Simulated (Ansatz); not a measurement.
## Gd: levels along high-symmetry lines

```
Gd
1.0
     3.63600    0.00000    0.00000
    -1.81800    3.14887    0.00000
     0.00000    0.00000    5.78260
Gd
2
Direct
  0.33333 0.66667 0.25000
  0.66667 0.33333 0.75000
```

Atoms are numbered in the order listed.

The cell is a measured one (Crystallography Open Database entry 9008499); the temperature and pressure of the measurement aren't taken into account, and nothing was relaxed.

Where the f shell is localised, expect the real compound to differ from this run without U.

The magnetic state is the one reached from the start moments; no search over orders was made, so it needn't be the ground state.

Spin–orbit coupling is left out, though it moves levels of the heavy atoms by tenths of an eV or more.

Method: DFT, PBE, all-electron LAPW, scalar-relativistic in Ansatz 0.2.0.

The runs use a Γ-centred 12×12×7 k mesh, Fermi–Dirac smearing of 0.05 eV, basis error target 0.5 meV/atom, spin-polarised from start moments Gd1 7, Gd2 7 μB, ending with a cell moment of 15.31 μB.

Points in fractions of the reciprocal vectors of this cell: Γ (0, 0, 0), M (0.5, 0, 0), K (0.333, 0.333, 0), A (0, 0, 0.5), L (0.5, 0, 0.5), H (0.333, 0.333, 0.5). The path joins them by straight lines in the order Γ–M–K–Γ–A–L–H–A–L; legs that retrace an earlier one aren't tabulated. Energies are in eV from the Fermi level.

Q: List the spin-down levels at H between -8 and 2 eV.

A: -0.17 (×2), -0.12 (×2), 0.43 (×2), 0.46 (×2), 0.47 (×2), 0.56 (×2), 0.64 (×2), 0.82 (×2), 0.88 (×2), 1.66 (×2).

Q: List the spin-up levels at H between -8 and 2 eV.

A: -4.75 (×2), -4.74 (×2), -4.73 (×2), -4.71 (×2), -4.70 (×4), -4.66 (×2), -0.91 (×2), -0.57 (×2), 0.14 (×2).

Q: List the spin-up levels at L between -8 and 2 eV.

A: -4.76 (×2), -4.75 (×2), -4.73 (×2), -4.70 (×4), -4.66 (×2), -4.66 (×2), -2.16 (×2), -0.47 (×2), 1.48 (×2).

Q: What is the band gap?

A: none: bands cross the Fermi level, a metal.
